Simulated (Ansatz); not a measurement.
Here is the system:

ZrO2:
```yaml
crystal:
  lattice:
    - [3.62095, 0.00000, 0.00000]
    - [0.00000, 3.62095, 0.00000]
    - [0.00000, 0.00000, 5.28313]
  atoms:
    - { symbol: Zr, position: [0.00000, 0.00000, 0.00000] }
    - { symbol: Zr, position: [0.50000, 0.50000, 0.50000] }
    - { symbol: O, position: [0.00000, 0.50000, 0.19280] }
    - { symbol: O, position: [0.00000, 0.50000, 0.69280] }
    - { symbol: O, position: [0.50000, 0.00000, 0.30720] }
    - { symbol: O, position: [0.50000, 0.00000, 0.80720] }
```

This is the PBE-relaxed structure.

Q: All from plane-wave PAW PBE (Ansatz code), unless another level is named. Predict the band gap.

A: 4.04 eV (indirect).

Q: Next, the hole effective mass?

A: 0.72, 2.1, 8.4 mₑ (principal values).

Q: Next, the weight of the conduction-edge state by species (Voronoi cells)?

A: Zr 75 %, O 25 %.

Q: Next, the conduction-band minimum?

A: at Γ.

Q: Next, the weight of the valence-edge state by species (Voronoi cells)?

A: O 95 %, Zr 5 %.

Space group P4_2/nmc. This is a known high-temperature phase of the composition, computed here at zero pressure and temperature. The PBE relaxation kept the symmetry of its start; its stability against distortions is not shown here. The run is not spin-polarised. Scalar-relativistic: spin–orbit coupling is off unless named, which matters more the heavier the elements.

Potentials: the later of the program's two PAW sets.
